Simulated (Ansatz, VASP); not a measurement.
# One calculation of CdS (Hawleyite), two programs

Contents of INCAR:

```
PREC = Accurate
ENCUT = 520
EDIFF = 1E-6
ISMEAR = 0
SIGMA = 0.01
LREAL = False
LASPH = True
NELM = 100
ALGO = Normal
ISIF = 2
LWAVE = False
LCHARG = True
GGA = PE
LELF = True
LVHAR = True
NBANDS = 16
```

File KPOINTS:

```
Automatic mesh
0
Gamma
  4 4 4
```

File POSCAR:

```
CdS
1.0
   -0.0855900000      2.8337100000      2.9526500000
    2.8421600000     -0.0357600000      2.9028100000
    2.8603000000      2.8020200000     -0.0539000000
Cd S
1 1
Direct
    0.0044100000      0.0085800000      0.9974700000
    0.2337611089      0.2594325997      0.2385250873
```

Input for Ansatz:

```yaml
crystal:
  lattice:
    - [-0.08559, 2.83371, 2.95265]
    - [2.84216, -0.03576, 2.90281]
    - [2.8603, 2.80202, -0.0539]
  atoms:
    - { symbol: Cd, position: [0.00441, 0.00858, 0.99747] }
    - { symbol: S, position: [0.23376110894715574, 0.25943259974680877, 0.23852508727000563] }
basis:
  ecutwfc: 540.0
  xc_grid: 2
kpoints:
  mp_grid:
    grid: [4, 4, 4]
hamiltonian:
  xc: pbe
scf:
  convergence:
    dr2_threshold: 1.0e-09
  occupations:
    method: fixed
output:
  forces: true
  stress: true
```

Alike in both runs: task single point; functional PBE; k mesh 4 × 4 × 4; no spin polarisation.

|  | VASP | Ansatz |
| --- | --- | --- |
| version | VASP 6.6.1 | Ansatz 0.2.0 |
| potentials or method | VASP PAW PBE potentials, release 64 (Cd, S) | plane waves, PAW |
| plane-wave cutoff (eV) | 520 | 540 |
| occupations | gaussian, width 0.01 eV | fixed |
| valence electrons in the cell | 18 | 26 |

```csv
,VASP,Ansatz,Ansatz less VASP
pressure (GPa),6.1,5.6,-0.43
largest component of the traceless stress (GPa),4.65,4.52,-0.128
rms of the force components (eV/Å),0.643,0.625,-0.0183
```

Atom by atom the forces differ by 0.018 eV/Å (rms over components). The two sets of potentials don't hold the same shells in valence. Ansatz warned: «stress_scf_threshold_loose».

Caveats: the k mesh is coarse (spacing up to 0.47 Å⁻¹), so the values aren't converged; forces of over 1 eV/Å show positions far from the minimum, so gaps and moduli don't describe the material at rest. PBE gaps usually lie below the measured ones, often by a third to a half.
